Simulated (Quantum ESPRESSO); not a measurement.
Input of a Quantum ESPRESSO 7.5 run:

The input pw.in:

```
&CONTROL
  calculation = 'scf'
  prefix = 'pwscf'
  outdir = './tmp'
  pseudo_dir = './pseudo'
  tprnfor = .true.
  tstress = .true.
  disk_io = 'low'
/
&SYSTEM
  ibrav = 0
  nat = 2
  ntyp = 2
  ecutwfc = 45
  ecutrho = 360
  nbnd = 9
  input_dft = 'XC-000I-000I-120L-135L-000I-000I'
  occupations = 'smearing'
  smearing = 'fd'
  degauss = 0.00367493
/
&ELECTRONS
  conv_thr = 4d-10
  electron_maxstep = 120
  mixing_beta = 0.5
/
ATOMIC_SPECIES
Al    26.9815 al_pbe_v1.uspp.F.UPF
N     14.0070 n_pbe_v1.2.uspp.F.UPF
CELL_PARAMETERS angstrom
   0.0000000000    2.1839935596    2.1839935596
   2.1839935596    0.0000000000    2.1839935596
   2.1839935596    2.1839935596    0.0000000000
ATOMIC_POSITIONS angstrom
Al     0.0000000000    0.0000000000    0.0000000000
N      1.0919967798    1.0919967798    1.0919967798
K_POINTS automatic
8 8 8 1 1 1
```

The input scf2.in:

```
&CONTROL
  calculation = 'scf'
  prefix = 'pwscf'
  outdir = './tmp'
  pseudo_dir = './pseudo'
  tprnfor = .true.
  tstress = .true.
  disk_io = 'low'
/
&SYSTEM
  ibrav = 0
  nat = 2
  ntyp = 2
  ecutwfc = 45
  ecutrho = 360
  nbnd = 9
  input_dft = 'XC-000I-000I-120L-135L-000I-000I'
  occupations = 'fixed'
/
&ELECTRONS
  conv_thr = 1d-13
  electron_maxstep = 120
  mixing_beta = 0.5
  startingpot = 'file'
  startingwfc = 'file'
/
ATOMIC_SPECIES
Al    26.9815 al_pbe_v1.uspp.F.UPF
N     14.0070 n_pbe_v1.2.uspp.F.UPF
CELL_PARAMETERS angstrom
   0.0000000000    2.1839935596    2.1839935596
   2.1839935596    0.0000000000    2.1839935596
   2.1839935596    2.1839935596    0.0000000000
ATOMIC_POSITIONS angstrom
Al     0.0000000000    0.0000000000    0.0000000000
N      1.0919967798    1.0919967798    1.0919967798
K_POINTS automatic
8 8 8 1 1 1
```

Contents of ph.in:

```
dielectric of AlN
&INPUTPH
  prefix = 'pwscf'
  outdir = './tmp'
  tr2_ph = 1d-18
  fildyn = 'dyn'
  niter_ph = 90
  alpha_mix(1) = 0.7
  epsil = .true.
  trans = .false.
  zeu = .true.
/
0.0000000000 0.0000000000 0.0000000000
```

Potentials or basis: GBRV 1.5 PBE.

The run is started by

```sh
$ OMP_NUM_THREADS=1 pw.x -in pw.in > pw.out
$ OMP_NUM_THREADS=1 pw.x -in scf2.in > scf2.out
$ OMP_NUM_THREADS=1 ph.x -in ph.in > ph.out
```

(1) What does it give for the electronic dielectric tensor (diagonal)?

(2) What does it give for the Born charges (mean of the diagonal)?

(3) Predict the pressure.

Results:

(1) 4.67.

(2) Al +2.55; N -2.55 e.

(3) 2.5 GPa.

Caveat: the potentials were made for another functional, which shifts forces and pressure.
